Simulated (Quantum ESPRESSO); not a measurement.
# ZnS (F-43m) in Quantum ESPRESSO: notebook, part 2 of 2

Quantum ESPRESSO 7.5. The steps go on from the part before.

**10. Band structure, r2SCAN**

File pw.in:

```
&CONTROL
  calculation = 'scf'
  prefix = 'pwscf'
  outdir = './tmp'
  pseudo_dir = './pseudo'
  tprnfor = .true.
  tstress = .true.
  disk_io = 'low'
/
&SYSTEM
  ibrav = 0
  nat = 2
  ntyp = 2
  ecutwfc = 70
  nbnd = 20
  input_dft = 'r2scan'
  occupations = 'smearing'
  smearing = 'fd'
  degauss = 0.00367493
  nosym = .true.
/
&ELECTRONS
  conv_thr = 1d-08
  electron_maxstep = 120
  mixing_beta = 0.5
/
ATOMIC_SPECIES
Zn    65.3800 Zn_ONCV_PBE-1.2.upf
S     32.0600 S_ONCV_PBE-1.2.upf
CELL_PARAMETERS angstrom
   0.0000000000    2.7020000000    2.7020000000
   2.7020000000    0.0000000000    2.7020000000
   2.7020000000    2.7020000000    0.0000000000
ATOMIC_POSITIONS crystal
Zn     0.7500000000    0.7500000000    0.7500000000
S      0.0000000000    0.0000000000    0.0000000000
K_POINTS automatic
7 7 7 0 0 0
```

File bands.in:

```
&CONTROL
  calculation = 'bands'
  prefix = 'pwscf'
  outdir = './tmp'
  pseudo_dir = './pseudo'
  disk_io = 'low'
  verbosity = 'high'
/
&SYSTEM
  ibrav = 0
  nat = 2
  ntyp = 2
  ecutwfc = 70
  nbnd = 20
  input_dft = 'r2scan'
  occupations = 'smearing'
  smearing = 'fd'
  degauss = 0.00367493
  nosym = .true.
/
&ELECTRONS
  conv_thr = 1d-08
  electron_maxstep = 120
  mixing_beta = 0.5
  diago_full_acc = .true.
  startingwfc = 'random'
/
ATOMIC_SPECIES
Zn    65.3800 Zn_ONCV_PBE-1.2.upf
S     32.0600 S_ONCV_PBE-1.2.upf
CELL_PARAMETERS angstrom
   0.0000000000    2.7020000000    2.7020000000
   2.7020000000    0.0000000000    2.7020000000
   2.7020000000    2.7020000000    0.0000000000
ATOMIC_POSITIONS crystal
Zn     0.7500000000    0.7500000000    0.7500000000
S      0.0000000000    0.0000000000    0.0000000000
K_POINTS crystal
60
 0.0000000000  0.0000000000  0.0000000000 1
 0.0625000000  0.0000000000  0.0625000000 1
 0.1250000000  0.0000000000  0.1250000000 1
 0.1875000000  0.0000000000  0.1875000000 1
 0.2500000000  0.0000000000  0.2500000000 1
 0.3125000000  0.0000000000  0.3125000000 1
 0.3750000000  0.0000000000  0.3750000000 1
 0.4375000000  0.0000000000  0.4375000000 1
 0.5000000000  0.0000000000  0.5000000000 1
 0.5000000000  0.0625000000  0.5625000000 1
 0.5000000000  0.1250000000  0.6250000000 1
 0.5000000000  0.1875000000  0.6875000000 1
 0.5000000000  0.2500000000  0.7500000000 1
 0.4375000000  0.3125000000  0.7500000000 1
 0.3750000000  0.3750000000  0.7500000000 1
 0.3375000000  0.3375000000  0.6750000000 1
 0.3000000000  0.3000000000  0.6000000000 1
 0.2625000000  0.2625000000  0.5250000000 1
 0.2250000000  0.2250000000  0.4500000000 1
 0.1875000000  0.1875000000  0.3750000000 1
 0.1500000000  0.1500000000  0.3000000000 1
 0.1125000000  0.1125000000  0.2250000000 1
 0.0750000000  0.0750000000  0.1500000000 1
 0.0375000000  0.0375000000  0.0750000000 1
 0.0000000000  0.0000000000  0.0000000000 1
 0.0625000000  0.0625000000  0.0625000000 1
 0.1250000000  0.1250000000  0.1250000000 1
 0.1875000000  0.1875000000  0.1875000000 1
 0.2500000000  0.2500000000  0.2500000000 1
 0.3125000000  0.3125000000  0.3125000000 1
 0.3750000000  0.3750000000  0.3750000000 1
 0.4375000000  0.4375000000  0.4375000000 1
 0.5000000000  0.5000000000  0.5000000000 1
 0.5250000000  0.4500000000  0.5250000000 1
 0.5500000000  0.4000000000  0.5500000000 1
 0.5750000000  0.3500000000  0.5750000000 1
 0.6000000000  0.3000000000  0.6000000000 1
 0.6250000000  0.2500000000  0.6250000000 1
 0.5833333333  0.2500000000  0.6666666667 1
 0.5416666667  0.2500000000  0.7083333333 1
 0.5000000000  0.2500000000  0.7500000000 1
 0.5000000000  0.2857142857  0.7142857143 1
 0.5000000000  0.3214285714  0.6785714286 1
 0.5000000000  0.3571428571  0.6428571429 1
 0.5000000000  0.3928571429  0.6071428571 1
 0.5000000000  0.4285714286  0.5714285714 1
 0.5000000000  0.4642857143  0.5357142857 1
 0.5000000000  0.5000000000  0.5000000000 1
 0.4821428571  0.4821428571  0.5357142857 1
 0.4642857143  0.4642857143  0.5714285714 1
 0.4464285714  0.4464285714  0.6071428571 1
 0.4285714286  0.4285714286  0.6428571429 1
 0.4107142857  0.4107142857  0.6785714286 1
 0.3928571429  0.3928571429  0.7142857143 1
 0.3750000000  0.3750000000  0.7500000000 1
 0.6250000000  0.2500000000  0.6250000000 1
 0.5937500000  0.1875000000  0.5937500000 1
 0.5625000000  0.1250000000  0.5625000000 1
 0.5312500000  0.0625000000  0.5312500000 1
 0.5000000000  0.0000000000  0.5000000000 1
```

Launch:

```console
$ OMP_NUM_THREADS=1 mpirun -n 4 pw.x -nk 4 -in pw.in > pw.out
$ OMP_NUM_THREADS=1 mpirun -n 4 pw.x -nk 4 -in bands.in > bands.out
```

Run time: 3.5 min. Hardware: 4 MPI ranks of Arm Neoverse V1, shared host; peak memory 0.4 GiB.

The run converged. Its results:

| Quantity | Value |
| --- | --- |
| Free energy | -5728.1689 eV |
| Pressure | 0.0 GPa |
| Band gap on the k mesh | 2.62 eV, direct |
| Band gap along the path | 2.62 eV, direct |

Levels at the corners of the path, in eV from the valence-band top:
```
point  band 9  band 10  band 11  band 12  band 13  band 14  band 15  band 16  band 17  band 18
    Γ   -6.17    -6.17     0.00     0.00     0.00     2.62     7.04     7.04     7.04    12.43
    X   -6.10    -5.94    -4.63    -2.25    -2.25     3.77     4.56    11.75    12.91    12.91
    W   -6.21    -5.76    -4.60    -2.79    -2.77     6.09     6.67     8.53     8.79    13.39
    K   -6.13    -5.81    -4.65    -3.17    -1.83     4.57     6.50    10.02    10.51    11.46
    Γ   -6.17    -6.17     0.00     0.00     0.00     2.62     7.04     7.04     7.04    12.43
    L   -6.14    -5.95    -5.35    -0.87    -0.87     3.84     7.51     7.51     9.41    12.87
    U   -6.13    -5.81    -4.65    -3.17    -1.83     4.57     6.50    10.02    10.51    11.46
    W   -6.21    -5.76    -4.60    -2.79    -2.77     6.09     6.67     8.53     8.79    13.39
    L   -6.14    -5.95    -5.35    -0.87    -0.87     3.84     7.51     7.51     9.41    12.87
    K   -6.13    -5.81    -4.65    -3.17    -1.83     4.57     6.50    10.02    10.51    11.46
    U   -6.13    -5.81    -4.65    -3.17    -1.83     4.57     6.50    10.02    10.51    11.46
    X   -6.10    -5.94    -4.63    -2.25    -2.25     3.77     4.56    11.75    12.91    12.91
```

Caveat: the potentials were made for another functional, which shifts forces and pressure.

**11. Against experiment**

Step 9. Measured bulk modulus of ZnS: 76.9 GPa (quoted in “Electronic, vibrational, and thermodynamic properties of ZnS (zincblende and rocksalt structure)”, 2009, arxiv:0911.5022). This calculation gives 78 GPa (+1.6 %). The fit is for a static lattice scaled at fixed shape and fixed fractional positions.

Step 10. A measured gap of ZnS is 3.85 eV (direct; 19 K; quoted in “Electronic, vibrational, and thermodynamic properties of ZnS (zincblende and rocksalt structure)”, 2009, arxiv:0911.5022); the calculated 2.62 eV misses it by -1.23 eV. The value is that of r2SCAN, without temperature or zero-point motion.
